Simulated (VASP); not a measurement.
**V: band structure with r2SCAN+D3(BJ)+U**

V:

```
V
1.0
    -1.51435    1.51435    1.51435
     1.51435   -1.51435    1.51435
     1.51435    1.51435   -1.51435
V
1
Direct
  0.00000 0.00000 0.00000
```

- Program: VASP 6.6.1
- Task: band structure
- Functional: r2SCAN
- Dispersion: D3(BJ)
- Potentials or basis: VASP PAW PBE potentials, release 64 (V_sv_GW)
- Cutoff: 600 eV
- k mesh: 12 × 12 × 12
- Occupations: methfessel-paxton, width 0.1 eV
- Spin: collinear spin, ferromagnetic start
- Starting moments: [2.0] μB
- Hubbard terms: V d U = 4 eV
- Further INCAR settings: ALGO = Normal; EDIFF = 1e-07; NBANDS = 16

The pressure is 12.0 GPa and the band gap along the path is none (metal or under the smearing width). The net moment is 1.31 μB per cell and the site moments are V +1.08 μB. The valence electrons inside the program's atomic spheres are V 10.60 and the dispersion energy per atom is -0.309 eV.

Levels at the corners of the path, in eV from the Fermi level:
Spin up:
| point | band 3 | band 4 | band 5 | band 6 | band 7 | band 8 | band 9 | band 10 | band 11 | band 12 |
| --- | --- | --- | --- | --- | --- | --- | --- | --- | --- | --- |
| Γ | -40.32 | -40.32 | -8.15 | -1.80 | -1.80 | -1.80 | 2.92 | 2.92 | 19.88 | 19.88 |
| H | -40.92 | -40.92 | -2.96 | -2.96 | 1.46 | 1.46 | 1.46 | 8.72 | 8.72 | 8.72 |
| H | -40.92 | -40.92 | -2.96 | -2.96 | 1.46 | 1.46 | 1.46 | 8.72 | 8.72 | 8.72 |
| N | -40.60 | -40.32 | -4.62 | -3.24 | 0.28 | 1.83 | 2.09 | 3.22 | 8.72 | 15.44 |
| N | -40.60 | -40.32 | -4.62 | -3.24 | 0.28 | 1.83 | 2.09 | 3.22 | 8.72 | 15.44 |
| Γ | -40.32 | -40.32 | -8.15 | -1.80 | -1.80 | -1.80 | 2.92 | 2.92 | 19.88 | 19.88 |
| Γ | -40.32 | -40.32 | -8.15 | -1.80 | -1.80 | -1.80 | 2.92 | 2.92 | 19.88 | 19.88 |
| P | -40.74 | -40.74 | -3.06 | -3.06 | -3.06 | 3.29 | 3.29 | 8.91 | 8.91 | 8.91 |
| P | -40.74 | -40.74 | -3.06 | -3.06 | -3.06 | 3.29 | 3.29 | 8.91 | 8.91 | 8.91 |
| H | -40.92 | -40.92 | -2.96 | -2.96 | 1.46 | 1.46 | 1.46 | 8.72 | 8.72 | 8.72 |
| P | -40.74 | -40.74 | -3.06 | -3.06 | -3.06 | 3.29 | 3.29 | 8.91 | 8.91 | 8.91 |
| N | -40.60 | -40.32 | -4.62 | -3.24 | 0.28 | 1.83 | 2.09 | 3.22 | 8.72 | 15.44 |
Spin down:
```tsv
point	band 3	band 4	band 5	band 6	band 7	band 8	band 9	band 10
Γ	-38.86	-38.86	-7.66	2.16	2.16	2.16	2.51	2.51
H	-39.41	-39.41	-3.38	-3.38	5.50	5.50	5.50	10.19
H	-39.41	-39.41	-3.38	-3.38	5.50	5.50	5.50	10.19
N	-39.11	-38.88	-3.05	0.35	0.65	3.00	3.12	5.91
N	-39.11	-38.88	-3.05	0.35	0.65	3.00	3.12	5.91
Γ	-38.86	-38.86	-7.66	2.16	2.16	2.16	2.51	2.51
Γ	-38.86	-38.86	-7.66	2.16	2.16	2.16	2.51	2.51
P	-39.28	-39.28	-0.46	-0.46	-0.46	3.07	3.07	10.74
P	-39.28	-39.28	-0.46	-0.46	-0.46	3.07	3.07	10.74
H	-39.41	-39.41	-3.38	-3.38	5.50	5.50	5.50	10.19
P	-39.28	-39.28	-0.46	-0.46	-0.46	3.07	3.07	10.74
N	-39.11	-38.88	-3.05	0.35	0.65	3.00	3.12	5.91
```

Eigenvalues of the final occupation matrices:
| site | spin | trace | eigenvalues |
| --- | --- | --- | --- |
| site 1 d | 1 | 1.76 | 0.13 0.13 0.50 0.50 0.50 |
| site 1 d | 2 | 0.70 | 0.08 0.08 0.08 0.23 0.23 |

Run time: 3.7 min on 1 thread of Intel(R) Xeon(R) Platinum 8488C (Sapphire Rapids) (shared host), peak memory 0.21 GiB.

Caveat: the PAW data sets were made with another functional, which shifts forces and pressure a little; pairwise dispersion overbinds metals, which lowers pressure and volume; the U is typed as a test and isn't derived for this compound. The state reached can hang on the start; a lower one may exist.
